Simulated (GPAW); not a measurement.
Runs of GPAW 26.7.0 on CdSe. It takes space group F-43m (No. 216, cubic). The conventional cell has a = 6.141 Å, b = 6.141 Å, c = 6.141 Å, α = 90.00°, β = 90.00°, γ = 90.00°. Around Cd (site symmetry -43m) lie 4 Se at 2.66 Å. Around Se (site symmetry -43m) lie 4 Cd at 2.66 Å. Measurements of this composition are mostly on another form, of space group No. 186.

| task | level | potentials or basis | cell | k mesh | cutoff (eV) | smearing | eigensolver | optimizer | fmax | max steps | convergence | grid spacing | gap on the mesh (eV) | pressure (GPa) | relaxed volume (Å³/atom) |
| --- | --- | --- | --- | --- | --- | --- | --- | --- | --- | --- | --- | --- | --- | --- | --- |
| single point | PBE | GPAW PAW data sets (gpaw-data 1.2.1), pw | as given | 8 × 8 × 8 | 600 | gaussian 0.019 eV | - | - | - | - | - | - | 0.54 | 1.1 | - |
| single point | PBE | GPAW PAW data sets (gpaw-data 1.2.1), pw | as given | 8 × 8 × 8 | 600 | gaussian 0.028 eV | - | - | - | - | - | - | 0.54 | 1.1 | - |
| relaxation of cell and atoms | BLYP | PAW data sets generated in the run's folder for this functional, pw | relaxed | 8 × 8 × 8 | 600 | fermi-dirac 0.05 eV | davidson | LBFGS | 0.02 eV/Å | 100 | density=1e-05 forces=0.0001 | - | 0.29 | 0.0 | (a) |
| single point | PBE | GPAW PAW data sets (gpaw-data 1.2.1), pw | as given | 8 × 8 × 8 | 600 | gaussian 0.021 eV | - | - | - | - | - | - | 0.54 | 1.1 | - |
| relaxation of cell and atoms | PBE+D4 | GPAW PAW data sets (gpaw-data 1.2.1), pw | relaxed | 8 × 8 × 8 | 600 | fermi-dirac 0.05 eV | - | BFGS | 0.02 eV/Å | 100 | density=1e-05 forces=0.0001 | - | 0.58 | 0.0 | 28.42 |
| band structure | r2SCAN | GPAW PAW data sets (gpaw-data 1.2.1), pw | as given | 8 × 8 × 8 | 600 | fermi-dirac 0.05 eV | - | - | - | - | - | - | 1.01 | (b) | - |
| band structure | PBE | GPAW PAW data sets (gpaw-data 1.2.1), lcao:dzp | as given | 6 × 6 × 6 | - | fermi-dirac 0.05 eV | - | - | - | - | - | 0.16 Å | 0.57 | - | - |
| single point | PBE | GPAW PAW data sets (gpaw-data 1.2.1), pw | as given | 8 × 8 × 8 | 600 | gaussian 0.016 eV | - | - | - | - | - | - | 0.54 | 1.1 | - |

Alike in all rows: no spin polarisation.

Problem. Fill in the values left out.

Solution. (a) 31.40; (b) -0.3.

Caveats: later steps reuse the first step's grids (some runs); the PAW data sets were made with another functional, which shifts forces and pressure a little (some runs); the real-space grid adds noise to forces (some runs); the basis of atomic orbitals isn't converged, which shifts pressures, moduli and gaps (some runs).

A k mesh can miss the band edges, and the runs leave out spin-orbit coupling on Cd, Se.
